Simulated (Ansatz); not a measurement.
Wires are cut from relaxed bulk MgO (Fm-3m, 9.62 Å³/atom, gap on the mesh 4.46 eV); atoms and period are relaxed, and energies count from that bulk.

Computed with Ansatz, DFT PBE, scalar-relativistic, plane waves, PAW.

Cutoff 420 eV, Gaussian smearing of 0.05 eV, energies at zero smearing, symmetry of each start kept, no spin polarisation.

```csv
start,atoms,k mesh,excess energy (eV per host atom),line energy (eV/Å),period (Å),gap on the mesh (eV),highest filled level or Fermi level under vacuum (eV)
"[111] wire, 8 host atoms a period*",8,1×1×5,0.552,1.137,3.881,3.15,5.17
"[111] wire, 14 host atoms a period",14,1×1×5,1.232,2.344,7.357,1.42,-
```

A dash: not computed, or not clear enough to read.

* ends far from its start.

An odd mesh misses points on the zone edge, so a gap read on it can be too wide.

Each run keeps its start's symmetry and one magnetic start, so lower states can exist.

Cost: 2 runs of about 16 core-minutes in all, on Arm Neoverse N1 (shared hosts).